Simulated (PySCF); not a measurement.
C₃H₄N₂.
SMILES with atom numbers: `[cH:1]1[cH:2][n:3][nH:4][cH:5]1` (hydrogens: H6 on C1; H7 on C2; H8 on N4; H9 on C5)

The same species was optimised twice, with GFN2-xTB and with PBE0-D3(BJ)/def2-SVP (PySCF), and the same property calculations (PySCF, gas phase) were run on both structures.

```
  coordinate  GFN2-xTB  PBE0-D3(BJ)/def2-SVP  change
   C2–H7 (Å)     1.072                 1.090  +0.018
   C1–H6 (Å)     1.070                 1.087  +0.017
   C5–H9 (Å)     1.071                 1.088  +0.017
   C1–C2 (Å)     1.403                 1.413  +0.010
   C2–N3 (Å)     1.317                 1.326  +0.009
   C1–C5 (Å)     1.374                 1.381  +0.007
   N4–C5 (Å)     1.349                 1.353  +0.004
   N4–H8 (Å)     1.007                 1.012  +0.005
   N3–N4 (Å)     1.329                 1.328  -0.001
N3–N4–C5 (°)     112.3                 113.6    +1.3
C2–N3–N4 (°)     105.6                 104.6    -1.0
C2–C1–H6 (°)     127.7                 128.4    +0.7
C5–N4–H8 (°)     127.8                 127.2    -0.6
C1–C2–N3 (°)     111.1                 111.7    +0.6
N3–N4–H8 (°)     119.8                 119.2    -0.6
N3–C2–H7 (°)     120.4                 119.9    -0.5
C1–C5–H9 (°)     131.5                 132.0    +0.5
```

Rotational constants: A = 9729, B = 9652, C = 4845 MHz (GFN2-xTB) against A = 9704, B = 9495, C = 4799 MHz (PBE0-D3(BJ)/def2-SVP). Point groups within 0.08 Å: Cs and Cs.

On the GFN2-xTB structure: HOMO (eV) -7.24 [PBE0/pcSseg-1]; LUMO (eV) 0.56 [PBE0/pcSseg-1]; dipole (D) 2.29 [PBE0/pcSseg-1]; GIAO shielding of C1 (ppm) 76.6 [PBE0/pcSseg-1]; GIAO shielding of C2 (ppm) 44.1 [PBE0/pcSseg-1]; GIAO shielding of N3 (ppm) -74.7 [PBE0/pcSseg-1]; GIAO shielding of N4 (ppm) 46.5 [PBE0/pcSseg-1]; GIAO shielding of C5 (ppm) 56.6 [PBE0/pcSseg-1].

Q: What do these properties become on the PBE0-D3(BJ)/def2-SVP structure?

A: 
```json
{"property": "HOMO (eV)", "level": "PBE0/pcSseg-1", "on GFN2-xTB": "-7.24", "on PBE0-D3(BJ)/def2-SVP": "-7.25", "change": "-0.01"}
{"property": "LUMO (eV)", "level": "PBE0/pcSseg-1", "on GFN2-xTB": "0.56", "on PBE0-D3(BJ)/def2-SVP": "0.53", "change": "-0.03"}
{"property": "dipole (D)", "level": "PBE0/pcSseg-1", "on GFN2-xTB": "2.29", "on PBE0-D3(BJ)/def2-SVP": "2.32", "change": "+0.03"}
{"property": "energy, GFN2-xTB geometry as zero (kcal/mol)", "level": "PBE0/pcSseg-1", "on GFN2-xTB": "0.0", "on PBE0-D3(BJ)/def2-SVP": "-0.3", "change": "-0.3"}
{"property": "GIAO shielding of C1 (ppm)", "level": "PBE0/pcSseg-1", "on GFN2-xTB": "76.6", "on PBE0-D3(BJ)/def2-SVP": "74.4", "change": "-2.2"}
{"property": "GIAO shielding of C2 (ppm)", "level": "PBE0/pcSseg-1", "on GFN2-xTB": "44.1", "on PBE0-D3(BJ)/def2-SVP": "41.8", "change": "-2.3"}
{"property": "GIAO shielding of N3 (ppm)", "level": "PBE0/pcSseg-1", "on GFN2-xTB": "-74.7", "on PBE0-D3(BJ)/def2-SVP": "-73.7", "change": "+1.0"}
{"property": "GIAO shielding of N4 (ppm)", "level": "PBE0/pcSseg-1", "on GFN2-xTB": "46.5", "on PBE0-D3(BJ)/def2-SVP": "44.8", "change": "-1.7"}
{"property": "GIAO shielding of C5 (ppm)", "level": "PBE0/pcSseg-1", "on GFN2-xTB": "56.6", "on PBE0-D3(BJ)/def2-SVP": "54.9", "change": "-1.7"}
```

The heavy atoms differ by 0.009 Å rms after alignment. Among all bonds C1–H6, C2–H7 and C5–H9 change most and about equally (+0.017 to +0.018 Å). Changes are differences of the printed values. Neither structure is proved a minimum here.
